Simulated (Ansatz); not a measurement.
# Yb under changes of volume

One of the cells (41.626 Å³/atom); the others are scaled copies at fixed shape and fractional positions:

```
Yb
1.0
     3.87990    0.00000    0.00000
    -1.93995    3.36009    0.00000
     0.00000    0.00000    6.38590
Yb
2
Direct
  0.66667 0.33333 0.75000
  0.33333 0.66667 0.25000
```

This isn't the form of Yb at room conditions, which is fcc.

| Property | Result |
| --- | --- |
| Program | Ansatz 0.2.0 |
| Functional | PBEsol |
| Potentials or basis | all-electron LAPW, scalar-relativistic |
| Cutoff | 183 eV (chosen from the basis error) |
| Basis error allowed | 0.0005 eV/atom |
| k mesh | 8 × 8 × 4 |
| Occupations | fermi-dirac, width 0.05 eV |
| Spin | collinear spin, ferromagnetic start |
| Starting moments | [1.0, 1.0] μB |

| volume (Å³/atom) | energy over the lowest point (meV/atom) | pressure (GPa) |
| --- | --- | --- |
| 39.128 | 0.00 | -2.8 |
| 39.961 | 15.12 | -3.0 |
| 40.793 | 31.10 | -3.1 |
| 41.626 | 47.84 | -3.3 |
| 42.458 | ? | ? |
| 43.291 | 83.25 | -3.5 |
| 44.123 | 101.79 | -3.6 |

**Question.** What does the run at 42.458 Å³/atom give?

**Answer.** Energy over the lowest point 65.25 meV/atom; pressure -3.4 GPa.

Worked out: A Birch-Murnaghan fit of order 3 (a polynomial in V^(-2/3)) to the other rows has no minimum within the range. It gives 65.24 meV/atom at 42.458 Å³/atom, against the run's 65.25, and -dE/dV = -3.4 GPa, against -3.4.

Energies are extrapolated to zero smearing.

Caveats: an open f shell can end in a state above the lowest; the starting moments weren't kept.
